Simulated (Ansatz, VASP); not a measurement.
**Mn3Sn: VASP beside Ansatz**

File INCAR:

```
SYSTEM = Mn3Sn
PREC     = Accurate       ! precision mode
ENCUT    = 520            ! plane-wave cutoff, eV
EDIFF    = 1E-7           ! SCF threshold, eV
ISMEAR   = -1             ! smearing method
SIGMA    = 0.05           ! smearing width, eV
LREAL    = .FALSE.        ! projectors in reciprocal space
LASPH    = .TRUE.         ! aspherical terms in the spheres
NELM     = 100            ! most SCF steps
ALGO     = Normal         ! electronic algorithm
ISIF     = 2              ! what is computed and relaxed
LWAVE    = .FALSE.        ! write WAVECAR
LCHARG   = .FALSE.        ! write CHGCAR
ISPIN    = 2              ! spin polarisation
MAGMOM   = 0 4 4 4        ! initial moments
LORBIT   = 11             ! projections on sites
LMAXMIX  = 4              ! l up to which the mixer works
GGA      = PE             ! functional
NBANDS   = 38             ! bands
```

Contents of KPOINTS:

```
regular mesh
0
G
  8 8 8
  0 0 0
```

POSCAR

```
Mn3Sn
1.0
    0.0000000000      3.0191328755      3.0191328755
    3.0191328755      0.0000000000      3.0191328755
    3.0191328755      3.0191328755      0.0000000000
Sn Mn
1 3
Direct
    0.0000000000      0.0000000000      0.0000000000
    0.5000000000      0.5000000000      0.5000000000
    0.2500000000      0.2500000000      0.2500000000
    0.7500000000      0.7500000000      0.7500000000
```

The input input.yaml:

```yaml
crystal:
  lattice:
    - [0.0, 3.0191328755, 3.0191328755]
    - [3.0191328755, 0.0, 3.0191328755]
    - [3.0191328755, 3.0191328755, 0.0]
  atoms:
    - { symbol: Sn, position: [0.0, 0.0, 0.0] }
    - { symbol: Mn, position: [0.5, 0.5, 0.5], spin: 4.0 }
    - { symbol: Mn, position: [0.25, 0.25, 0.25], spin: 4.0 }
    - { symbol: Mn, position: [0.75, 0.75, 0.75], spin: 4.0 }
hamiltonian:
  xc: pbe
  pseudopotentials: { kind: paw }
magnetization:
  spin_polarized: true
kpoints:
  mp_grid: { grid: [8, 8, 8] }
scf:
  occupations: { method: fermi_dirac, width: 0.05 }
output:
  forces: true
  stress: true
  eigenvalues: true
```

Change from the starting cell: volume scaled by 0.96.

Alike in both runs: task single point; functional PBE; k mesh 8 × 8 × 8; occupations fermi-dirac, width 0.05 eV; collinear spin, ferromagnetic start.

|  | VASP | Ansatz |
| --- | --- | --- |
| version | VASP 6.6.1 | Ansatz 0.2.0 |
| potentials or method | VASP PAW PBE potentials, release 64 (Sn_d, Mn_pv) | Ansatz PAW |
| plane-wave cutoff (eV) | 520 | 420 |
| valence electrons in the cell | 53 | 59 |

```csv
,VASP,Ansatz,Ansatz less VASP
gap on the k mesh at the Fermi level (eV),none,none,-
pressure (GPa),6.9,-0.1,-6.90
net moment per atom (μB),1.73,0.25,-1.476
size of the moment on the site where the two differ most (μB),2.66,1.09,-1.568
```

The net moments differ so much that the two runs ended in different magnetic states, which moves the other rows too. Site moments also hang on the region over which each program counts them. A gap of «none» marks a metal or a gap that the smearing closes. The two sets of potentials don't hold the same shells in valence.

Caveats: the starting moments weren't kept (Ansatz).
